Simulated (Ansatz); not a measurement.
## CaF$_{2}$ (Fm-3m), zone-centre modes

These are results of Ansatz, DFT PBE, scalar-relativistic, plane waves, PAW, not measurements. Settings: plane waves to 420 eV, k-mesh 8×8×8 (Γ-centred), Gaussian smearing 0.05 eV. No spin polarisation.

Reference structure (as given, not relaxed at this level):

```
Ca F
1.0
     0.00000    2.73125    2.73125
     2.73125    0.00000    2.73125
     2.73125    2.73125    0.00000
Ca F
1 2
Direct
  0.00000 0.00000 0.00000
  0.25000 0.25000 0.25000
  0.75000 0.75000 0.75000
```

Harmonic modes by finite displacements of 0.02 Å, without the LO–TO term.

At this geometry, is the structure stable against these modes?

Yes: no mode is imaginary beyond 10 cm⁻¹, and only the three translations lie near zero.

List the wavenumbers in cm⁻¹.

0, 0, 0, 246, 246, 246, 319, 319, 319.

Cost: 1 run of about 0.08 core-minutes, on Intel Xeon 6975P-C (Granite Rapids) (shared hosts).